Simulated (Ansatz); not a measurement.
# Pb (P6_3/mmc) in Ansatz: further runs

The runs below take Pb through band structure, single point, equation of state, with LDA, PBEsol.

All numbers are computed with Ansatz 0.2.0; they aren't measurements. Logs are shortened: lines on timing, memory, paths and dates and some standing lists are left out, and cuts for length are marked.

## (1) Starting point

Symmetry: P6_3/mmc, No. 194, hexagonal system. Conventional cell: a = 3.480 Å, b = 3.480 Å, c = 5.590 Å, α = 90.00°, β = 90.00°, γ = 120.00°. Around Pb (site symmetry -6m2) lie 12 Pb at 3.44 to 3.48 Å.

This isn't the form of Pb at room conditions, which is fcc.

## (2) Band structure, LDA

input.yaml

```yaml
crystal:
  lattice:
    - [3.48, 0.0, 0.0]
    - [-1.74, 3.0137684052, 0.0]
    - [0.0, 0.0, 5.59]
  atoms:
    - { symbol: Pb, position: [0.6666666667, 0.3333333333, 0.75] }
    - { symbol: Pb, position: [0.3333333333, 0.6666666667, 0.25] }
kpoints:
  mp_grid: { grid: [9, 9, 5] }
  band_path:
    path:
      - [0.0, 0.0, 0.0]
      - [0.5, 0.0, 0.0]
      - [0.3333333333, 0.3333333333, 0.0]
      - [0.0, 0.0, 0.0]
      - [0.0, 0.0, 0.5]
      - [0.5, 0.0, 0.5]
      - [0.3333333333, 0.3333333333, 0.5]
      - [0.0, 0.0, 0.5]
    npoints: 6
scf:
  occupations: { method: fermi_dirac, width: 0.05 }
hamiltonian:
  xc: lda
  pseudopotentials: { kind: all_electron, lapw: { basis_error: 0.001 } }
output:
  forces: true
  stress: true
  eigenvalues: true
```

Potentials or basis: all-electron LAPW, scalar-relativistic.

The run is started by

```sh
ansatz run input.yaml --threads 1 --pin off --max-ram 3072MiB --backend cpu --events-out ev --progress --plain --runs-dir out
```

Output:

```text
Warning: RAYON_NUM_THREADS=1 ignored (pool sized by the plan → 1); use --threads N
LAPW: plane waves up to 6.505 Å⁻¹, error target 1.0e-3 eV per atom; small_component_spin mean_spin; Pb in spheres of 1.721 Å, 36 of its electrons in bands, Dirac shells [] (how accurate: hamiltonian.pseudopotentials.lapw.basis_error, Limitations)
Engine: ansatz 0.2.0, aarch64-unknown-linux-gnu
Pseudopotentials: kind: all_electron
Pseudopotential: Pb, LAPW, valence charge 36, lapw/all_electron/scalar/gaussian/Pb, Koelling and Harmon's equation, gaussian nucleus
Functional definition: SPW92
  exchange = slater_x
  correlation = pw_c
Crystal: 2 atoms, lattice volume = 58.627 Å³
Basis set: ecut = 161.19709664856384 eV, 287 PW (Γ), exchange–correlation at level 2
Bands: 44, of which v1, the nominal top of the filled ones, is band 36 counted from 1 (35 counted from 0)
Symmetry: 24 space group operations
Space group: P63/mmc (ITA 194), of the structure as read, at distance tolerance 3.9e-5 Å
k-points: 36 of 405
Non-local potential: Pb, projectors of the file, none
Initial density: superposition of atomic densities (chi_scale 0.1, normalization cell)
Initial wavefunctions: plane waves of lowest kinetic energy (no species holds an atomic orbital)
Functional: x = slater, c = lda
iter 1 solved again at ethr=8.61e-6 eV; its pass at ethr=1.00e-1 eV (dr2=6.20e-3 eV) is discarded
SCF iter   1: F=—  HF=-1135525.509791 eV  |F-HF|=—  |Δ(HF+E_count)|=         —  Δρ=3.37e-3  dr2=6.24e-3  ethr=8.61e-6  ⟨swp⟩=3.9  Hψ=10459  notcnv=0
preconditioner: auto → LDOS  [metal: Δε(μ)=0.086 eV  Ē_g=19.854 eV  σ=0.050 eV  W_gap=0.36  n_scr=22 (ndim 8)  ℏωp=25.7 eV  f_vac=0.023  D(μ)=1.22/eV (n_scr^D=2)  β→1.0]
iter 2 solved again at ethr=6.03e-7 eV; its pass at ethr=8.61e-6 eV (dr2=4.34e-4 eV) is discarded
SCF iter   2: F=—  HF=-1135525.499008 eV  |F-HF|=—  |Δ(HF+E_count)|=   1.08e-2  Δρ=1.02e-3  dr2=4.34e-4  ethr=6.03e-7  ⟨swp⟩=2.0  Hψ=8165  notcnv=0
SCF iter   3: F=—  HF=-1135525.477611 eV  |F-HF|=—  |Δ(HF+E_count)|=   2.14e-2  Δρ=6.42e-4  dr2=1.68e-4  ethr=6.03e-7  ⟨swp⟩=3.0  Hψ=5137  notcnv=0
SCF iter   4: F=—  HF=-1135525.476799 eV  |F-HF|=—  |Δ(HF+E_count)|=   8.12e-4  Δρ=2.59e-4  dr2=2.73e-5  ethr=2.34e-7  ⟨swp⟩=2.0  Hψ=4652  notcnv=0
SCF iter   5: F=—  HF=-1135525.476799 eV  |F-HF|=—  |Δ(HF+E_count)|=   8.45e-7  Δρ=7.14e-5  dr2=2.02e-6  ethr=3.79e-8  ⟨swp⟩=2.0  Hψ=4652  notcnv=0
SCF iter   6: F=-1135525.476802 eV  HF=-1135525.476802 eV  |F-HF|=1.86e-8  |Δ(HF+E_count)|=   2.18e-6  Δρ=7.20e-6  dr2=2.02e-8  ethr=2.81e-9  ⟨swp⟩=3.0  Hψ=4723  notcnv=0
SCF 1 converged in 6 iterations: F = -1135525.476802 eV  dr2 = 2.02e-8
NSCF: frozen V_eff on 43 k-points
SCF converged after 6 iterations
Free energy (F): -1135525.476802 eV
Harris-Foulkes:  -1135525.476802 eV  (|F-HF|=1.86e-8)
Internal energy: -1135525.465665 eV  (E = F + TS)
E sigma→0 (E₀):  -1135525.471233 eV
Entropy (-TS):   -0.011137 eV (-5.568 meV/atom)
Fermi energy:    15.914691 eV
--- Per-component energies (eV) ---
  E_band       = -4372.952159
  E_kinetic    = 1308864.909604
  E_xc         = -20548.554389
  E_electrostatic = -2423841.820880  (all electrons and nuclei)
  E_smearing   = -0.011137  (= −TS)
  E_closure    = 0.000000  (closes the sum)
  E_atoms      = -1135517.016849  (free atoms, spherical and without spin; not in F)
  Σ components = -1135525.476802   (vs F -1135525.476802, Δ=0.00e0)
  Basis errors (estimates in eV, not in F): energy 2.1e-4 per atom: plane waves 2.0e-4 (1.0e-4 summed), levels above the bands 1.4e-103, relativity 9.0e-9, radial functions 6.0e-6, core shells 1.9e-9; eigenvalues (radial functions only) 1.4e-5; not estimated: angular momenta, meshes, grids; target (lapw.basis_error) 1.0e-3; muffin-tin radii Pb 1.721 Å
--- Forces (eV/Å), atoms counted from 1 ---
  atom   1  Pb    -0.00000000    -0.00000000     0.00000000
  atom   2  Pb    -0.00000000     0.00000000    -0.00000000
  max |Σ_I F_I| component: 1.45e-18 eV/Å
--- Stress (GPa, compression-positive) ---
       -1.748614      -0.000000       0.000000
        0.000000      -1.748614      -0.000000
        0.000000      -0.000000       1.821993
  P = ⅓ Tr σ = -0.5584 GPa (-5.584 kbar)
--- Band table (eV; the first three rows and the last of 36) ---
  k-point 0: bands = ["-123.7341", "-123.7340", "-112.8716", "-112.8716", "-112.8716", "-112.8716", "-112.8667", "-112.8667", "-112.8667", "-112.8667", "-112.8636", "-112.8636", "-112.8636", "-112.8636", "-112.8625", "-112.8625", "-65.4333", "-65.4333", "-65.4325", "-65.4325", "-65.4188", "-65.4147", "-1.0736", "-1.0225", "-1.0212", "-1.0212", "-0.9959", "-0.9959", "-0.9433", "-0.9433", "-0.7435", "-0.7435", "3.9348", "7.8802", "11.6536", "21.4557", "21.4557", "23.3559", "23.3559", "24.0182", "24.8009", "25.0696", "27.5319", "28.3653"]
  k-point 1: bands = ["-123.7341", "-123.7340", "-112.8716", "-112.8716", "-112.8716", "-112.8716", "-112.8667", "-112.8667", "-112.8667", "-112.8667", "-112.8636", "-112.8636", "-112.8636", "-112.8636", "-112.8625", "-112.8625", "-65.4332", "-65.4332", "-65.4326", "-65.4326", "-65.4184", "-65.4151", "-1.0659", "-1.0364", "-1.0364", "-1.0240", "-1.0067", "-1.0067", "-0.9066", "-0.9066", "-0.7543", "-0.7543", "4.1393", "7.0457", "12.9147", "21.6180", "21.6180", "21.8291", "23.1655", "23.1655", "24.8831", "25.1678", "26.9589", "27.9228"]
  k-point 2: bands = ["-123.7341", "-123.7341", "-112.8716", "-112.8716", "-112.8716", "-112.8716", "-112.8667", "-112.8667", "-112.8667", "-112.8667", "-112.8636", "-112.8636", "-112.8636", "-112.8636", "-112.8625", "-112.8625", "-65.4330", "-65.4330", "-65.4328", "-65.4328", "-65.4174", "-65.4161", "-1.0481", "-1.0434", "-1.0434", "-1.0318", "-1.0290", "-1.0290", "-0.8433", "-0.8433", "-0.7881", "-0.7881", "4.7545", "5.7643", "15.4643", "18.5359", "22.0651", "22.0651", "22.6613", "22.6613", "25.1143", "25.3073", "26.4690", "26.8868"]
  k-point 35: bands = ["-123.7340", "-123.7340", "-112.8716", "-112.8716", "-112.8716", "-112.8716", "-112.8667", "-112.8667", "-112.8667", "-112.8667", "-112.8636", "-112.8636", "-112.8636", "-112.8636", "-112.8625", "-112.8625", "-65.4350", "-65.4349", "-65.4349", "-65.4347", "-65.4164", "-65.4164", "-1.0707", "-1.0707", "-1.0095", "-0.9084", "-0.8998", "-0.8998", "-0.8799", "-0.8788", "-0.7376", "-0.7376", "8.8057", "8.8057", "13.4533", "13.4533", "13.9323", "14.9394", "20.6635", "20.6635", "24.0028", "25.9098", "25.9098", "26.5380"]
```

Wall time 14 s (1 thread of Arm Neoverse V2, shared host); peak memory 0.31 GiB.

Results:

* Free energy: -1135525.4768 eV
* Pressure: -0.6 GPa
* Band gap along the path: none (metal or under the smearing width)

Levels at the corners of the path, in eV from the Fermi level:
```tsv
point	band 34	band 35	band 36	band 37	band 38	band 39
Γ	-8.03	-4.26	5.54	5.54	7.44	7.44
M	-7.19	-2.89	-1.41	-0.50	1.85	1.96
K	-7.36	-2.87	-0.44	-0.44	0.83	1.13
Γ	-8.03	-4.26	5.54	5.54	7.44	7.44
A	-10.70	1.04	1.04	6.44	6.44	6.44
L	-7.60	-3.78	-3.78	3.42	3.42	3.75
H	-7.08	-2.59	-2.59	-1.51	-1.51	5.21
A	-10.70	1.04	1.04	6.44	6.44	6.44
```

Caveat: spin-orbit coupling is left out, which moves the levels of the heavy elements.

## (3) Band structure, PBEsol

Edit input.yaml of step 2 so:

```diff
@@ -24,3 +24,3 @@
 hamiltonian:
-  xc: lda
+  xc: pbesol
   pseudopotentials: { kind: all_electron, lapw: { basis_error: 0.001 } }
```

Potentials or basis: all-electron LAPW, scalar-relativistic.

The run is started by

```sh
ansatz run input.yaml --threads 1 --pin off --max-ram 3072MiB --backend cpu --events-out ev --progress --plain --runs-dir out
```

Wall time 14 s (1 thread of Arm Neoverse V2, shared host); peak memory 0.31 GiB.

The run converged. Its results:

- Free energy: -1135830.2731 eV
- Pressure: 1.1 GPa
- Band gap along the path: none (metal or under the smearing width)

Stress tensor (GPa, compression positive):
```
-0.21  0.00  0.00
 0.00 -0.21  0.00
 0.00  0.00  3.61
```

Levels at the corners of the path, in eV from the Fermi level:
```tsv
point	band 32	band 33	band 34	band 35	band 36	band 37	band 38	band 39	band 40	band 41
Γ	-16.70	-11.95	-7.97	-4.30	5.60	5.60	7.51	7.51	8.19	8.80
M	-16.67	-8.38	-7.13	-2.89	-1.41	-0.51	1.80	1.98	5.81	6.17
K	-16.69	-7.29	-7.29	-2.91	-0.44	-0.44	0.84	1.13	1.13	4.95
Γ	-16.70	-11.95	-7.97	-4.30	5.60	5.60	7.51	7.51	8.19	8.80
A	-16.77	-10.67	-10.67	1.05	1.05	6.51	6.51	6.51	6.51	9.23
L	-16.68	-7.53	-7.53	-3.81	-3.81	3.45	3.45	3.79	3.79	6.98
H	-16.69	-6.99	-6.99	-2.62	-2.62	-1.54	-1.54	5.27	5.27	9.22
A	-16.77	-10.67	-10.67	1.05	1.05	6.51	6.51	6.51	6.51	9.23
```

Caveat: spin-orbit coupling is left out, which moves the levels of the heavy elements.

## (4) Single point, LDA, 27.55 Å³/atom (volume scaled by 0.94)

input.yaml

```yaml
crystal:
  lattice:
    - [3.4089596583, 0.0, 0.0]
    - [-1.7044798292, 2.9522456646, 0.0]
    - [0.0, 0.0, 5.4758863477]
  atoms:
    - { symbol: Pb, position: [0.6666666667, 0.3333333333, 0.75] }
    - { symbol: Pb, position: [0.3333333333, 0.6666666667, 0.25] }
kpoints:
  mp_grid: { grid: [9, 9, 5] }
scf:
  occupations: { method: fermi_dirac, width: 0.05 }
hamiltonian:
  xc: lda
  pseudopotentials: { kind: all_electron, lapw: { basis_error: 0.001 } }
output:
  forces: true
  stress: true
  eigenvalues: true
```

The run is started by

```sh
ansatz run input.yaml --threads 1 --pin off --max-ram 3072MiB --backend cpu --events-out ev --progress --plain --runs-dir out
```

Wall time 13 s (1 thread of Arm Neoverse V1, shared host); peak memory 0.3 GiB.

It converged, with:

```yaml
Free_energy: -1135525.4536 eV
Pressure: 2.9 GPa
Band_gap_on_the_k_mesh: none (metal or under the smearing width)
```

## (5) Single point, LDA, 28.14 Å³/atom (volume scaled by 0.96)

Edit input.yaml of step 4 so:

```diff
@@ -2,5 +2,5 @@
   lattice:
-    - [3.4089596583, 0.0, 0.0]
-    - [-1.7044798292, 2.9522456646, 0.0]
-    - [0.0, 0.0, 5.4758863477]
+    - [3.4329672075, 0.0, 0.0]
+    - [-1.7164836037, 2.9730368121, 0.0]
+    - [0.0, 0.0, 5.5144501982]
   atoms:
```

The run is started by

```sh
ansatz run input.yaml --threads 1 --pin off --max-ram 3072MiB --backend cpu --events-out ev --progress --plain --runs-dir out
```

Wall time 13 s (1 thread of Arm Neoverse V1, shared host); peak memory 0.31 GiB.

The run converged. Its results:

```
Free energy            : -1135525.4699 eV
Pressure               : 1.6 GPa
Band gap on the k mesh : none (metal or under the smearing width)
```

## (6) Single point, LDA, 28.73 Å³/atom (volume scaled by 0.98)

Edit input.yaml of step 5 so:

```diff
@@ -2,5 +2,5 @@
   lattice:
-    - [3.4329672075, 0.0, 0.0]
-    - [-1.7164836037, 2.9730368121, 0.0]
-    - [0.0, 0.0, 5.5144501982]
+    - [3.4566435916, 0.0, 0.0]
+    - [-1.7283217958, 2.9935411621, 0.0]
+    - [0.0, 0.0, 5.552482091]
   atoms:
```

Potentials or basis: all-electron LAPW, scalar-relativistic.

The run is started by

```sh
ansatz run input.yaml --threads 1 --pin off --max-ram 3072MiB --backend cpu --events-out ev --progress --plain --runs-dir out
```

It took 13 s on 1 thread of Arm Neoverse V1, shared host; peak memory 0.31 GiB.

The run converged. Its results:

- Free energy: -1135525.4773 eV
- Pressure: 0.4 GPa
- Band gap on the k mesh: none (metal or under the smearing width)

## (7) Single point, LDA, 29.31 Å³/atom

Edit input.yaml of step 6 so:

```diff
@@ -2,5 +2,5 @@
   lattice:
-    - [3.4566435916, 0.0, 0.0]
-    - [-1.7283217958, 2.9935411621, 0.0]
-    - [0.0, 0.0, 5.552482091]
+    - [3.48, 0.0, 0.0]
+    - [-1.74, 3.0137684052, 0.0]
+    - [0.0, 0.0, 5.59]
   atoms:
```

The run is started by

```sh
ansatz run input.yaml --threads 1 --pin off --max-ram 3072MiB --backend cpu --events-out ev --progress --plain --runs-dir out
```

Wall time 13 s (1 thread of Arm Neoverse V1, shared host); peak memory 0.31 GiB.

The run converged. Its results:

```
Free energy            : -1135525.4768 eV
Pressure               : -0.6 GPa
Band gap on the k mesh : none (metal or under the smearing width)
```

## (8) Single point, LDA, 29.90 Å³/atom (volume scaled by 1.02)

Edit input.yaml of step 7 so:

```diff
@@ -2,5 +2,5 @@
   lattice:
-    - [3.48, 0.0, 0.0]
-    - [-1.74, 3.0137684052, 0.0]
-    - [0.0, 0.0, 5.59]
+    - [3.5030470293, 0.0, 0.0]
+    - [-1.7515235146, 3.033727718, 0.0]
+    - [0.0, 0.0, 5.6270209464]
   atoms:
```

The run is started by

```sh
ansatz run input.yaml --threads 1 --pin off --max-ram 3072MiB --backend cpu --events-out ev --progress --plain --runs-dir out
```

Wall time 13 s (1 thread of Arm Neoverse V1, shared host); peak memory 0.31 GiB.

The run converged. Its results:

* Free energy: -1135525.4694 eV
* Pressure: -1.4 GPa
* Band gap on the k mesh: none (metal or under the smearing width)

## (9) Single point, LDA, 30.49 Å³/atom (volume scaled by 1.04)

Edit input.yaml of step 8 so:

```diff
@@ -2,5 +2,5 @@
   lattice:
-    - [3.5030470293, 0.0, 0.0]
-    - [-1.7515235146, 3.033727718, 0.0]
-    - [0.0, 0.0, 5.6270209464]
+    - [3.5257947253, 0.0, 0.0]
+    - [-1.7628973626, 3.0534278007, 0.0]
+    - [0.0, 0.0, 5.6635610674]
   atoms:
```

Potentials or basis: all-electron LAPW, scalar-relativistic.

The run is started by

```sh
ansatz run input.yaml --threads 1 --pin off --max-ram 3072MiB --backend cpu --events-out ev --progress --plain --runs-dir out
```

Wall time 13 s (1 thread of Arm Neoverse V1, shared host); peak memory 0.31 GiB.

It converged, with:

* Free energy: -1135525.4560 eV
* Pressure: -2.2 GPa
* Band gap on the k mesh: none (metal or under the smearing width)

## (10) Single point, LDA, 31.07 Å³/atom (volume scaled by 1.06)

Edit input.yaml of step 9 so:

```diff
@@ -2,5 +2,5 @@
   lattice:
-    - [3.5257947253, 0.0, 0.0]
-    - [-1.7628973626, 3.0534278007, 0.0]
-    - [0.0, 0.0, 5.6635610674]
+    - [3.548252622, 0.0, 0.0]
+    - [-1.774126311, 3.0728769098, 0.0]
+    - [0.0, 0.0, 5.6996356773]
   atoms:
```

The run is started by

```sh
ansatz run input.yaml --threads 1 --pin off --max-ram 3072MiB --backend cpu --events-out ev --progress --plain --runs-dir out
```

Run time: 13 s. Hardware: 1 thread of Arm Neoverse V1, shared host; peak memory 0.31 GiB.

The run converged. Its results:

```
Free energy            : -1135525.4372 eV
Pressure               : -2.9 GPa
Band gap on the k mesh : none (metal or under the smearing width)
```

## (11) Equation of state, LDA

Potentials or basis: all-electron LAPW, scalar-relativistic.

This step only gathers the single runs of the series.

What came out:

```
Equilibrium volume                        : 28.98 Å³/atom
Bulk modulus at fixed shape and positions : 50 GPa
Pressure derivative of the bulk modulus   : 5.4
```

Energy against volume, from the lowest point:
| volume (Å³/atom) | energy (meV/atom) |
| --- | --- |
| 27.555 | 11.84 |
| 28.141 | 3.68 |
| 28.727 | 0.00 |
| 29.314 | 0.25 |
| 29.900 | 3.95 |
| 30.486 | 10.67 |
| 31.073 | 20.05 |

Caveat: the cell was scaled at fixed shape and fractional positions, which overstates the stiffness of a crystal with free parameters, most of all of layers and chains. The run has no spin-orbit coupling, so splittings on Pb are missing.

## (12) Summary

```csv
task,level,cutoff (eV),pressure (GPa)
band structure,LDA,161,-0.6
band structure,PBEsol,161,1.1
equation of state,LDA,-,-
```

Alike in all rows: potentials or basis all-electron LAPW, scalar-relativistic; no spin polarisation; cell as given; k mesh 9 × 9 × 5; smearing fermi-dirac 0.05 eV; basis error allowed 0.001 eV/atom.

Caveats: spin-orbit coupling is left out, which moves the levels of the heavy elements (some runs); the cell was scaled at fixed shape and fractional positions, which overstates the stiffness of a crystal with free parameters, most of all of layers and chains (some runs).

Compare energies only between runs with the same functional and basis.
